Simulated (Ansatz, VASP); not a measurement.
**C: VASP beside Ansatz**

```xyz
2
Lattice="0.0000 2.2211 3.4078 1.2280 0.0941 3.3480 1.2280 2.1270 0.0598" Properties=species:S:1:pos:R:3 pbc="T T T"
C     1.2280    0.8031    3.3679
C     1.2280    3.6391    3.4476
```

Change from the starting cell: strain +0.0562 x Voigt [0, 0, 0, 1, 0, 0], atoms carried along.

Alike in both runs: task single point; functional PBE; dispersion D3(BJ); k mesh 14 × 14 × 14; occupations gaussian, width 0.05 eV; no spin polarisation.

|  | VASP | Ansatz |
| --- | --- | --- |
| version | VASP 6.6.1 | Ansatz 0.2.0 |
| potentials or method | VASP PAW PBE potentials, release 64 (C) | scalar-relativistic, plane waves, PAW |
| plane-wave cutoff (eV) | 520 | 420 |
| valence electrons in the cell | 8 | 8 |

|  | VASP | Ansatz | Ansatz less VASP |
| --- | --- | --- | --- |
| gap on the k mesh at the Fermi level (eV) | 0.34 | 0.34 | 0.000 |
| least direct gap on the mesh (eV) | 0.46 | 0.46 | +0.001 |
| pressure (GPa) | 3.7 | 3.2 | -0.47 |
| largest component of the traceless stress (GPa) | 3.14 | 2.61 | -0.531 |
| rms of the force components (eV/Å) | 0.013 | 0.013 | +0.0001 |

Atom by atom the forces differ by 0.000 eV/Å (rms over components).

A k mesh can miss the band edges.
